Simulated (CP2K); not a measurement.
**ZrO2 under changes of volume**

One of the cells (10.990 Å³/atom); the others are scaled copies at fixed shape and fractional positions:

```
Zr O
1.0
     3.59928    0.00000    0.00000
     1.79964    3.11706    0.00000
     1.79964    1.03902    2.93880
Zr O
1 2
Direct
  0.00000 0.00000 0.00000
  0.75000 0.75000 0.75000
  0.25000 0.25000 0.25000
```

Measurements of this composition are mostly on another form, of space group No. 14.

| Property | Result |
| --- | --- |
| Program | CP2K 2026.2 |
| Functional | LDA |
| Potentials or basis | GTH_POTENTIALS Zr GTH-PADE-q12, O GTH-PADE-q6; TZVP-MOLOPT-PBE-GTH basis |
| Density cutoff | 8163 eV |
| k mesh | 9 × 9 × 9 |
| Occupations | fermi-dirac, width 0.05 eV |
| Spin | no spin polarisation |

```csv
volume (Å³/atom),energy over the lowest point (meV/atom),pressure (GPa),gap on the mesh (eV)
10.331,5.11,6.8,3.44
10.551,0.00,0.8,3.39
10.770,?,?,?
10.990,12.51,-9.5,3.28
11.210,28.62,-13.9,3.23
11.430,50.39,-17.8,3.17
11.650,77.10,-21.3,3.12
```

Task: What does the run at 10.770 Å³/atom give?

Result: Energy over the lowest point 2.73 meV/atom; pressure -4.7 GPa; gap on the mesh 3.34 eV.

Worked out: A Birch-Murnaghan fit of order 3 (a polynomial in V^(-2/3)) to the other rows has its minimum at 10.58 Å³/atom with B0 = V·E''(V) = 273 GPa and B' = 4.5. It gives 2.73 meV/atom at 10.770 Å³/atom, against the run's 2.73, and -dE/dV = -4.7 GPa, against -4.7. A straight line through the other rows of the gap, of slope -2.68 eV per unit of ln V, gives 3.33 eV, against the run's 3.34.

Energies are extrapolated to zero smearing.

Caveats: an odd mesh through Γ misses points on the zone boundary, where band edges often lie; the basis of atomic orbitals isn't converged, which shifts pressures, moduli and gaps. Spin-orbit coupling on Zr is left out.
